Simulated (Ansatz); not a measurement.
Density of states of ZnTe (F-43m) above the conduction band minimum, PBE with spin-orbit coupling, rigid bands (Ansatz, a first-principles code); cell volume 55.8 Å³.

| energy from edge (eV) | 10⁻³ states/eV/cell |
|---|---|
| 0.006 | 0.77 |
| 0.031 | 1.75 |
| 0.056 | 2.50 |
| 0.081 | 3.17 |
| 0.106 | 3.84 |
| 0.131 | 4.51 |
| 0.156 | 5.23 |
| 0.181 | 5.97 |
| 0.206 | 6.70 |
| 0.231 | 7.51 |
| 0.256 | 8.33 |
| 0.281 | 9.22 |
| 0.319 | 10.6 |
| 0.344 | 11.6 |
| 0.369 | 12.7 |
| 0.394 | 13.8 |
| 0.419 | 15.0 |
| 0.444 | 16.3 |
| 0.469 | 31.0 |
| 0.494 | 69.1 |
| 0.519 | 91.2 |
| 0.544 | 110 |
| 0.569 | 126 |
| 0.594 | 143 |

Question: What effective density of states at 300 K does this give (∫ g(E) exp(−E/k_BT) dE, both spins, divided by the cell's size)?

Answer: 6.9e17 cm⁻³, a density-of-states mass of 0.091 mₑ, valleys and band degeneracy included.

Geometry: cell and atoms relaxed with PBEsol.
